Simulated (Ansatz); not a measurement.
Method: DFT PBE, scalar-relativistic, plane waves, PAW (Ansatz). All cells share a 420 eV cutoff and Γ-centred k meshes spaced at most about 0.3 Å⁻¹ (2π included). No spin polarisation.

These are static total energies at zero pressure.

Compare these two cells of BaZr2O5, each relaxed at this level.

A.

```
CELL_PARAMETERS angstrom
1.92363 -6.06005 0.00000
1.92363 6.06005 0.00000
0.00000 0.00000 11.73818
ATOMIC_POSITIONS crystal
Ba 0.19534 0.80466 0.25000
Ba 0.80466 0.19534 0.75000
Zr 0.88789 0.11212 0.07221
Zr 0.88789 0.11212 0.42779
Zr 0.11212 0.88789 0.92779
Zr 0.11212 0.88789 0.57221
O 0.04821 0.95179 0.09700
O 0.04821 0.95179 0.40300
O 0.32533 0.67467 0.44131
O 0.32533 0.67467 0.05869
O 0.95179 0.04821 0.90300
O 0.95179 0.04821 0.59700
O 0.67467 0.32533 0.94131
O 0.67467 0.32533 0.55869
O 0.16137 0.83863 0.75000
O 0.83863 0.16137 0.25000
```

B.

```
CELL_PARAMETERS angstrom
2.10886 -6.72876 0.00000
2.10886 6.72876 0.00000
0.00000 0.00000 4.12713
ATOMIC_POSITIONS crystal
Ba 0.50000 0.50000 0.50000
Zr 0.15711 0.84289 0.00000
Zr 0.84289 0.15711 0.00000
O 0.00000 0.00000 0.00000
O 0.13820 0.86180 0.50000
O 0.86180 0.13820 0.50000
O 0.67888 0.32111 0.00000
O 0.32111 0.67888 0.00000
```

**Question.** Which is lower in energy, and by how much?

**Answer.** B is lower, by 78 meV/atom. A has space group Cmcm (No. 63), 17.1 Å³/atom and a gap of 4.06 eV on its mesh; B has space group Cmmm (No. 65), 14.6 Å³/atom and a gap of 2.80 eV. Counting O atoms around Ba and Zr (those within 1.25 times the shortest such distance or 1.15 times the sum of covalent radii, 1.27 where that leaves under three), A has Ba 6, Zr 5 and B has Ba 12, Zr 6. The denser one is the lower, and pressure would at first widen the difference. Both come from invented guesses. The lowest form computed isn't among them: it has space group I4_1/amd (No. 141), 14.7 Å³/atom and lies 15 meV/atom below the best shown.

Kohn–Sham gaps at this level usually fall short of measured ones. Cells relaxed within their symmetry can be saddle points. Some candidate types were left out of the draw beforehand, so a known form may be missing.
